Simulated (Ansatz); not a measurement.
The system is InSe.

```
In Se
1.0
     2.00000    1.15470    8.44000
    -2.00000    1.15470    8.44000
     0.00000   -2.30940    8.44000
In Se
2 2
Direct
  0.88860 0.88860 0.88860
  0.00000 0.00000 0.00000
  0.17190 0.17190 0.17190
  0.38350 0.38350 0.38350
```

Base run:

```yaml
Program: Ansatz 0.2.0
Functional: PBEsol
Potentials_or_basis: all-electron LAPW, non-relativistic
Cutoff: 251 eV (chosen from the basis error)
Basis_error_allowed: 0.002 eV/atom
k_mesh: 8 × 8 × 8
Occupations: fermi-dirac, width 0.05 eV
Spin: no spin polarisation
```

Its results: band gap on the k mesh 0.95 eV, direct; pressure 1.3 GPa; largest force 0.184 eV/Å.

**Question.** The run is repeated on the same cell with these changes: potentials or basis from all-electron LAPW, non-relativistic to all-electron PAW datasets made for the crystal. What comes out?

**Answer.** Band gap on the k mesh 0.35 eV, direct; pressure 0.2 GPa; largest force 0.300 eV/Å.

Caveats: spin-orbit coupling is left out, which moves the levels of the heavy elements; relativity is left out, which matters for the heavier elements (some runs).

A k mesh can miss the band edges.

The runs don't all hold the same shells in valence.
